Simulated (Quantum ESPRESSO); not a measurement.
A calculation with Quantum ESPRESSO 7.5 of InAs (native input, structure typed inline):

pw.in

```
&CONTROL
  calculation = 'scf'
  prefix = 'pwscf'
  outdir = './tmp'
  pseudo_dir = './pseudo'
  tprnfor = .true.
  tstress = .true.
  disk_io = 'low'
/
&SYSTEM
  ibrav = 0
  nat = 2
  ntyp = 2
  ecutwfc = 55
  ecutrho = 440
  nbnd = 15
  occupations = 'smearing'
  smearing = 'fd'
  degauss = 0.00367493
/
&ELECTRONS
  conv_thr = 4d-10
  electron_maxstep = 120
  mixing_beta = 0.5
/
ATOMIC_SPECIES
In   114.8180 In.pbe-dn-rrkjus_psl.0.2.2.UPF
As    74.9216 As.pbe-n-rrkjus_psl.0.2.UPF
CELL_PARAMETERS angstrom
   0.0000000000    2.8773040000    2.8773040000
   2.8773040000    0.0000000000    2.8773040000
   2.8773040000    2.8773040000    0.0000000000
ATOMIC_POSITIONS crystal
In     0.5000000000    0.5000000000    0.5000000000
As     0.0000000000    0.0000000000    0.0000000000
K_POINTS automatic
8 8 8 0 0 0
```

File pp_density.in:

```
&INPUTPP
  prefix = 'pwscf'
  outdir = './tmp'
  filplot = 'density.dat'
  plot_num = 0
/
&PLOT
  nfile = 1
  filepp(1) = 'density.dat'
  iflag = 3
  output_format = 6
  fileout = 'density.cube'
/
```

The input pp_potential.in:

```
&INPUTPP
  prefix = 'pwscf'
  outdir = './tmp'
  filplot = 'potential.dat'
  plot_num = 11
/
&PLOT
  nfile = 1
  filepp(1) = 'potential.dat'
  iflag = 3
  output_format = 6
  fileout = 'potential.cube'
/
```

Potentials or basis: SSSP 1.3 efficiency PBE.

The run is started by

```console
$ OMP_NUM_THREADS=1 pw.x -in pw.in > pw.out
$ OMP_NUM_THREADS=1 pp.x -in pp_density.in > pp_density.out
$ OMP_NUM_THREADS=1 pp.x -in pp_potential.in > pp_potential.out
```

Measurements of this composition are mostly on another form, of space group No. 216.

Task: Write the same calculation in another form: ASE script, Cartesian positions.

Result: As run:

File run.py:

```python
import numpy as np
from ase.calculators.espresso import Espresso, EspressoProfile
from ase.io import read

atoms = read('InAs.xyz')

input_data = {
    'control': {'calculation': 'scf', 'prefix': 'pwscf', 'outdir': './tmp', 'tprnfor': True, 'tstress': True, 'disk_io': 'nowf'},
    'system': {'ecutwfc': 55.0, 'ecutrho': 440.0, 'nbnd': 15, 'occupations': 'smearing', 'smearing': 'fd', 'degauss': 0.00367493},
    'electrons': {'conv_thr': 4e-10, 'electron_maxstep': 120, 'mixing_beta': 0.5},
}
pseudopotentials = {'In': 'In.pbe-dn-rrkjus_psl.0.2.2.UPF', 'As': 'As.pbe-n-rrkjus_psl.0.2.UPF'}
profile = EspressoProfile(command='pw.x', pseudo_dir='pseudo')
dft = Espresso(profile=profile, input_data=input_data, pseudopotentials=pseudopotentials, kpts=(8, 8, 8), koffset=(0, 0, 0))
atoms.calc = dft

print(f'energy {atoms.get_potential_energy():.8f} eV')
print('forces (eV/A)')
print(np.round(atoms.get_forces(), 6))
print('stress (eV/A^3, Voigt)')
print(np.round(atoms.get_stress(), 8))
print(f'Fermi level {dft.get_fermi_level():.4f} eV')
```

Contents of InAs.xyz:

```xyz
2
Lattice="0.0000000000 2.8773040000 2.8773040000 2.8773040000 0.0000000000 2.8773040000 2.8773040000 2.8773040000 0.0000000000" Properties=species:S:1:pos:R:3 pbc="T T T"
In     2.8773040000      2.8773040000      2.8773040000
As     0.0000000000      0.0000000000      0.0000000000
```

Potentials or basis: SSSP 1.3 efficiency PBE.

The run is started by

```sh
$ OMP_NUM_THREADS=1 python run.py
```

Both were run:

|  | native input, structure typed inline | ASE script, Cartesian positions |
| --- | --- | --- |
| Pressure | 0.0 GPa | 0.0 GPa |
| Band gap on the k mesh | none (metal or under the smearing width) | none (metal or under the smearing width) |

Keys that steer only the numerical path or the files written may differ.
